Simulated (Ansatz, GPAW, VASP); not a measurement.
# One calculation of Si, 3 ways

```
Si
1.0
     0.00000    2.72185    2.72185
     2.72185    0.00000    2.72185
     2.72185    2.72185    0.00000
Si
2
Direct
  0.50000 0.50000 0.50000
  0.75000 0.75000 0.75000
```

Alike in all runs: task single point; functional PBE; k mesh 8 × 8 × 8; occupations gaussian, width 0.022 eV; no spin polarisation; no spin-orbit coupling. Pressure is positive in compression and, in plane waves, holds the error of the finite cutoff.

| program and potentials | plane-wave cutoff (eV) | notes | band gap (eV) | pressure (GPa) |
| --- | --- | --- | --- | --- |
| Ansatz, all-electron LAPW, scalar-relativistic | - | - | 0.63 | 1.31 |
| GPAW, GPAW PAW data sets (gpaw-data 1.2.1) | 600 | - | 0.62 | 1.61 |
| VASP, PBE PAW files Si, 520 eV | 520 | - | 0.63 | 1.27 |

The band gap spans 0.62 (GPAW, GPAW PAW data sets (gpaw-data 1.2.1)) to 0.63 eV (VASP, PBE PAW files Si, 520 eV), with all-electron results at 0.63. The pressure spans 1.27 (VASP, PBE PAW files Si, 520 eV) to 1.61 GPa (GPAW, GPAW PAW data sets (gpaw-data 1.2.1)), with all-electron results at 1.31. The gap is indirect and read on the mesh alone.

Differences between rows come from potentials, basis sets and numerical settings, since the functional is the same but for its coding. Runs on potential files found faulty are left out.

The three calculations give practically the same band gap, so the choice of potential hardly matters for the states at the band edges. These are bonding p states at the valence-band top and antibonding s-p states at the conduction-band minimum, both well described with the core left frozen. The gap is nevertheless far below the measured one. This is the familiar shortfall of semilocal Kohn-Sham gaps, which lack the derivative discontinuity of the exchange-correlation potential, and agreement between codes does nothing to correct it.

The positive pressure in every row means that the cell is smaller than the one PBE would choose, in line with the functional's tendency to make covalent bonds in silicon slightly too long. Pressure separates the runs more clearly than the gap does: VASP stays close to the all-electron value, while GPAW lies higher at 1.61 GPa. As a volume derivative of the total energy, pressure probably exposes small differences in the data sets or basis that largely cancel between band energies.
